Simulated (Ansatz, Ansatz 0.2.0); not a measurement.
# Lattice constant of cubic Cs₂NaYbCl₆ from r²SCAN and PBEsol, with and without dispersion corrections

## The question

The reference is the conventional cubic lattice constant of Cs₂NaYbCl₆, a = 10.671 Å, obtained by powder X-ray diffraction on finely ground crystals at room temperature. The source is "Strong Anharmonicity at the Origin of Anomalous Thermal Conductivity in Double Perovskite Cs2NaYbCl6" (2023, PubMed Central 10916569). A cubic cell has a single length to fit, and powder diffraction determines it directly, so I see little room for a wrong assignment. What has to be kept in mind is that the value belongs to a warm, vibrating crystal, whereas a relaxation gives the static lattice.

| compared with | measured | source's wording or label | T (K) | method |
| --- | --- | --- | --- | --- |
| a (Å) | 10.671 | conventional cubic cell a | room temperature | powder X-ray diffraction |

Conditions are those given with the value in the passage it was taken from; "not stated" means there, and the paper may say more elsewhere.

## How to go about it

I want the lattice constant to within 1 % of the measured one, about 0.1 Å. That is tight enough to expose a functional that binds this chloride clearly too strongly or too weakly. It is also about as far as a static calculation can be pressed here: in a soft halide, thermal expansion and zero-point motion may lift the room-temperature cell by up to roughly 1 % above the static one, so a sound static result should lie somewhat below the measurement.

The model is the ten-atom primitive cell in Fm-3m, with cell and atoms relaxed. The starting cell, a = 10.938 Å, comes from earlier theory and is about 0.27 Å longer than the measured one, so it serves only as a starting point.

The delicate ion is Yb. It is trivalent here, with one hole in the 4f shell; a divalent, closed-shell Yb would be larger and wrong. I work without spin polarisation, Hubbard U or spin-orbit coupling, so the local moment and its multiplet are not described. For the cell length I accept that, provided the Yb–Cl bond comes out with a sensible size.

I start with r²SCAN, check the setting that can matter, and then put a neighbouring functional beside it.

Plain PBE is not among the levels examined in this study.

System: Cs2NaYbCl6, cubic double perovskite; Fm-3m (No. 225), 10 atoms in the primitive cell; the database structure is a structure relaxed by earlier theory, not a measurement: a = 10.938 Å; structure from the Materials Project.

## 1. r²SCAN on the dense mesh

The cell is set by ionic Na–Cl and Yb–Cl contacts along the cube edge, with large, polarisable Cs in the cavities. r²SCAN treats ionic bonding well and carries part of the medium-range dispersion, which is why I go to it directly. I skip LDA, the cheaper route, because it usually overbinds halides and would give too short a cell. I use the 6×6×6 mesh from the outset, since a partly filled f shell without spin polarisation can leave states at the Fermi level. I expect a value within 1 % of the measured constant.

**Run 1.** Ansatz 0.2.0: r2SCAN, cell and atoms relaxed from the database structure, PAW set soft_2, cutoff 500 eV (default), 6x6x6 k mesh, Gaussian smearing 0.1 eV.

Key lines of the input:
```
crystal:
  # lattice and atoms
kpoints:
  mp_grid: { grid: [6, 6, 6] }
hamiltonian:
  xc: r2scan
scf:
  occupations: { method: gaussian, width: 0.1 }
output:
  forces: true
  stress: true
relax:
  adjacent_minimum: "off"
  f_tol: 0.005
  max_steps: 60
  cell: { stress_tol: 0.03 }
```

Command:
```
ansatz run input.yaml --threads 8 --pin off --max-ram 16384MiB --backend cpu --events-out ev --progress --plain --runs-dir out
```

Selected lines of the output:
```
relax step   1: F+E_penalty+E_count = -33190.29121796 eV  [...]  max|allowed force component| = 4.584e-1 eV/Å  [...]  P = -1.872 GPa  Ω = 327.171 Å³  (14 SCF iters, dr2 threshold 1.00e-7 [...]
--- Relaxed structure (4 steps of the walk, 4 accepted, 1 SCFs on fresh bases) ---
  cell:  # Å, volume = 305.1756 Å³
```

Converged; 73 s on 8 cores of Arm Neoverse N1, shared host.

| quantity | run 1 | measured | deviation |
| --- | --- | --- | --- |
| a (Å) | 10.687 | 10.671 | +0.016 (+0.2 %) |
| conventional cell volume (Å³) | 1220.7 |  |  |

The relaxation contracts the starting cell strongly and ends at 10.687 Å, 0.016 Å above the measured constant. That is well inside the 1 % target, but on the unexpected side: I had looked for a static cell somewhat below the room-temperature one. Thermal and zero-point expansion would lengthen the computed cell further, so the raw agreement flatters r²SCAN.

## 2. Sensitivity to the k mesh

Before I read anything into the sign of the deviation, I want to know how much the mesh matters at this level. The Yb 4f shell has a hole and no spin polarisation to split it, so partial occupations at the Fermi level could make the cell depend on the sampling. I repeat the r²SCAN relaxation on a 4×4×4 mesh. The f bands should be very narrow in this lattice of isolated YbCl₆ octahedra, so I expect a shift of a few thousandths of an ångström at most.

**Run 2.** Ansatz 0.2.0: r2SCAN, cell and atoms relaxed from the database structure, PAW set soft_2, cutoff 500 eV (default), 4x4x4 k mesh, Gaussian smearing 0.1 eV.

Key lines of the input, as changed from run 1:
```diff
  kpoints:
-   mp_grid: { grid: [6, 6, 6] }
+   mp_grid: { grid: [4, 4, 4] }
```

Selected lines of the output:
```
  cell:  # Å, volume = 305.1369 Å³
```

Converged; 51 s on the same hardware.

| quantity | run 2 | measured | deviation |
| --- | --- | --- | --- |
| a (Å) | 10.687 | 10.671 | +0.016 (+0.1 %) |
| conventional cell volume (Å³) | 1220.5 |  |  |

The coarser mesh gives the same lattice constant to within a thousandth of an ångström, less than the stress threshold of the relaxations leaves open. For r²SCAN the k mesh is therefore not the reason why the static cell comes out slightly above the warm one.

## 3. Adding long-range dispersion

r²SCAN holds only the medium-range part of dispersion, and Cs⁺ among chloride ions is a place where the long-range part should count. Its absence has the right sign to make the static cell too long. I add rVV10 on the 6×6×6 mesh and leave everything else as it was. I expect a contraction of some hundredths of an ångström, which would put the static cell below the measured one and leave room for thermal expansion.

**Run 3.** Ansatz 0.2.0: r2SCAN+rVV10, cell and atoms relaxed from the database structure, PAW set soft_2, cutoff 500 eV (default), 6x6x6 k mesh, Gaussian smearing 0.1 eV.

Key lines of the input, as changed from run 1:
```diff
  hamiltonian:
+   dispersion: rvv10
```

Selected lines of the output:
```
--- Relaxed structure (4 steps of the walk, 4 accepted, 1 SCFs on fresh bases) ---
  cell:  # Å, volume = 295.6804 Å³
```

Converged; 2 min on the same hardware.

| quantity | run 3 | measured | deviation |
| --- | --- | --- | --- |
| a (Å) | 10.575 | 10.671 | −0.096 (−0.9 %) |
| conventional cell volume (Å³) | 1182.7 |  |  |

Dispersion shortens the lattice constant by 0.112 Å, more than the few hundredths I had looked for. At 10.575 Å the cell now lies 0.9 % below the measured one, still inside the target but only narrowly. The sign is the one a static lattice should have, and the gap is at the upper end of my rough allowance for thermal and zero-point expansion. The direct comparison favours plain r²SCAN, while the physics of a warm crystal favours a static value somewhere below the measurement. Without a computed expansion I can't say which of the two describes the static lattice better.

## 4. PBEsol with and without dispersion

For scale I set PBEsol beside r²SCAN, once plain and once with D3(BJ), both on the 6×6×6 mesh. The pair shows whether a dispersion term moves this lattice by a similar amount on a different functional. PBEsol is built for solids and tends to give compact cells, so I expect the plain run below the measured constant and the D3 run shorter again, possibly outside 1 %.

**Run 4.** Ansatz 0.2.0: PBEsol, cell and atoms relaxed from the database structure, PAW set soft_2, cutoff 420 eV (default), 6x6x6 k mesh, Gaussian smearing 0.1 eV.

Key lines of the input, as changed from run 1:
```diff
  hamiltonian:
-   xc: r2scan
+   xc: pbesol
```

Selected lines of the output:
```
--- Relaxed structure (5 steps of the walk, 5 accepted, 1 SCFs on fresh bases) ---
  cell:  # Å, volume = 297.9292 Å³
```

Converged; 24 s on 8 cores of Arm Neoverse V2, shared host.

**Run 5.** Ansatz 0.2.0: PBEsol+D3(BJ), cell and atoms relaxed from the database structure, PAW set soft_2, cutoff 420 eV (default), 6x6x6 k mesh, Gaussian smearing 0.1 eV.

Key lines of the input, as changed from run 4:
```diff
  hamiltonian:
+   dispersion: d3bj
```

Selected lines of the output:
```
--- Relaxed structure (5 steps of the walk, 5 accepted, 1 SCFs on fresh bases) ---
  cell:  # Å, volume = 282.8432 Å³
```

Converged; 30 s on 8 cores of Arm Neoverse V1, shared host.

| quantity | run 4 | run 5 | measured |
| --- | --- | --- | --- |
| a (Å) | 10.602 | 10.420 | 10.671 |
| conventional cell volume (Å³) | 1191.7 | 1131.4 |  |

Plain PBEsol gives 10.602 Å, 0.069 Å or 0.6 % below the measured constant. That is inside the target and on the side where a static lattice should lie. With D3(BJ) the cell shrinks to 10.420 Å, 2.4 % short, a clear miss that my allowance of roughly 1 % for thermal and zero-point expansion doesn't cover.

The dispersion term takes 0.182 Å off the PBEsol cell, against 0.112 Å for rVV10 on r²SCAN. The direction is the same, but the size depends on the pairing of functional and correction. PBEsol already gives a compact lattice without an explicit dispersion term, so the added attraction probably overbinds here; that is an argument from theory, since I haven't separated the contributions of the ion pairs.

## The runs side by side

| run | settings | a (Å) | deviation | cost |
| --- | --- | --- | --- | --- |
| 1 | r2SCAN, cutoff 500 eV | 10.687 | +0.016 (+0.2 %) | 9.7 core-min |
| 2 | r2SCAN, cutoff 500 eV, 4x4x4 mesh | 10.687 | +0.016 (+0.1 %) | 6.8 core-min |
| 3 | r2SCAN+rVV10, cutoff 500 eV | 10.575 | −0.096 (−0.9 %) | 16 core-min |
| 4 | PBEsol, cutoff 420 eV (default), 6x6x6 k mesh | 10.602 | −0.069 (−0.6 %) | 3.2 core-min |
| 5 | PBEsol+D3(BJ), cutoff 420 eV (default), 6x6x6 k mesh | 10.420 | −0.251 (−2.4 %) | 4 core-min |
|  | measured | 10.671 |  |  |

## What the runs support

Plain r²SCAN, the level I started with, meets the 1 % target: 10.687 Å against 10.671 Å measured, or +0.2 %, for 9.7 core-minutes. The closeness overstates its accuracy. The calculated lattice is static and the measured one is at room temperature, so thermal and zero-point expansion, roughly up to 1 % in length, would widen the deviation and could carry it past the target.

Missing long-range dispersion has the right sign to explain a static cell that is too long. Adding rVV10 shortens it by 0.112 Å, to 0.9 % below experiment, a narrow pass that leaves room for expansion. Plain PBEsol, at −0.6 %, also passes from that side. Without a calculated expansion I can't rank these three. PBEsol+D3(BJ) misses by −2.4 %, too much for expansion to explain; overbinding is the likely cause.

The dispersion runs mattered most, because they showed that adding a correction moves the cell by slightly more than the target for r²SCAN and by well over it for PBEsol. The mesh check ruled out k-point sampling as a cause for r²SCAN; the cutoff was not tested.

The weakest point is Yb. All runs omit spin polarisation, a Hubbard U and spin-orbit coupling, so the open 4f shell of Yb³⁺ is described only crudely. I had made acceptance of this model depend on a sensible Yb–Cl distance, but I did not examine that distance. The lattice constant alone doesn't establish the valence, and an error from the f shell could be offsetting another, with a sign and size I can't give. A spin-polarised calculation with a U on the 4f shell would be the next step.

[Logs are printed without paths, hosts, clocks, repeated set-up lines and the standing remarks that a program may print on its own settings, such as how far it seeks lower states.]

[The runs shown are a pick from a larger set of finished runs; failed, doubtful and other runs were left out of it ahead of writing. So were measured values far from every level or from commonly accepted values, and agreement can look better than it is. Lines of input and output are excerpts and may be shortened.]

[Plain PBE was run on this system too; it isn't shown.]
